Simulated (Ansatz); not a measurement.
**ZnS: response to strain**

ZnS is deformed so: equal xx and yy strain of +1 %. What stress and forces result, by LAPW, PAW and all-electron datasets made for the crystal?

Computed with Ansatz 0.2.0 (DFT PBE, scalar-relativistic, unless a step's input says otherwise).

## (1) The system as given

The structure is hexagonal, space group P6_3mc (No. 186). The conventional cell has a = 3.811 Å, b = 3.811 Å, c = 6.234 Å, α = 90.00°, β = 90.00°, γ = 120.00°. Around Zn (site symmetry 3m) lie 4 S at 2.31 to 2.40 Å. S (site symmetry 3m) has 4 Zn at 2.31 to 2.40 Å as nearest neighbours.

As a file:

```
CELL_PARAMETERS angstrom
3.81100 0.00000 0.00000
-1.90550 3.30042 0.00000
0.00000 0.00000 6.23400
ATOMIC_POSITIONS crystal
Zn 0.33333 0.66667 0.00000
Zn 0.66667 0.33333 0.50000
S 0.33333 0.66667 0.38500
S 0.66667 0.33333 0.88500
```

Atoms are numbered in the order of the input: Zn1, Zn2, S3, S4.

## (2) The deformed structure

Space group P6_3mc before, P6_3mc after.

## (3) All-electron LAPW

input.yaml

```yaml
crystal:
  lattice:
    - [3.8491087694, 0.0, 0.0]
    - [-1.9245543847, 3.3334259762, 0.0]
    - [0.0, 0.0, 6.234]
  atoms:
    - { symbol: Zn, position: [0.3333333333, 0.6666666667, 0.0] }
    - { symbol: Zn, position: [0.6666666667, 0.3333333333, 0.5] }
    - { symbol: S, position: [0.3333333333, 0.6666666667, 0.385] }
    - { symbol: S, position: [0.6666666667, 0.3333333333, 0.885] }
kpoints:
  mp_grid: { grid: [8, 8, 5] }
  band_path:
    path:
      - [0.0, 0.0, 0.0]
      - [0.5, 0.0, 0.0]
      - [0.3333333333, 0.3333333333, 0.0]
      - [0.0, 0.0, 0.0]
      - [0.0, 0.0, 0.5]
      - [0.5, 0.0, 0.5]
      - [0.3333333333, 0.3333333333, 0.5]
      - [0.0, 0.0, 0.5]
      - [0.5, 0.0, 0.5]
    npoints: 5
scf:
  occupations: { method: fermi_dirac, width: 0.03 }
hamiltonian:
  xc: pbe
  pseudopotentials: { kind: all_electron, lapw: { basis_error: 0.001 } }
output:
  forces: true
  stress: true
  eigenvalues: true
```

On the command line:

```bash
ansatz run input.yaml --threads 1 --pin off --max-ram 4096MiB --backend cpu --events-out ev --progress --plain --runs-dir out
```

## (4) PAW with frozen cores

input.yaml

```yaml
crystal:
  lattice:
    - [3.8491087694, 0.0, 0.0]
    - [-1.9245543847, 3.3334259762, 0.0]
    - [0.0, 0.0, 6.234]
  atoms:
    - { symbol: Zn, position: [0.3333333333, 0.6666666667, 0.0] }
    - { symbol: Zn, position: [0.6666666667, 0.3333333333, 0.5] }
    - { symbol: S, position: [0.3333333333, 0.6666666667, 0.385] }
    - { symbol: S, position: [0.6666666667, 0.3333333333, 0.885] }
kpoints:
  mp_grid: { grid: [8, 8, 5] }
scf:
  occupations: { method: fermi_dirac, width: 0.03 }
hamiltonian:
  xc: pbe
  pseudopotentials: { kind: paw }
output:
  forces: true
  stress: true
  eigenvalues: true
  efg: { contact_densities: true }
```

## (5) Datasets made for this crystal

input.yaml: that of step 4 with these lines changed.

```diff
@@ -16,3 +16,3 @@
   xc: pbe
-  pseudopotentials: { kind: paw }
+  pseudopotentials: { kind: all_electron, datasets: crystal }
 output:
```

(Steps that only read results are left out.)

**Question.** What will these runs give? Wanted: pressure; largest shear or deviatoric stress.

As calculated:

| quantity | value |
| --- | --- |
| pressure | LAPW 0.77, PAW 0.75, crystal datasets 0.76 GPa |
| largest shear or deviatoric stress (LAPW) | 0.36 GPa |

The largest part of the stress beyond the pressure is 0.36 GPa in size, in the zz component; the atoms are carried along and not relaxed. No run of the undeformed cell stands beside it, so the pressure holds what the given cell had before the change. PAW: stress within 0.01 GPa of LAPW, forces within 1 meV/Å. Crystal datasets: stress within 0.01 GPa of LAPW, forces within 1 meV/Å.
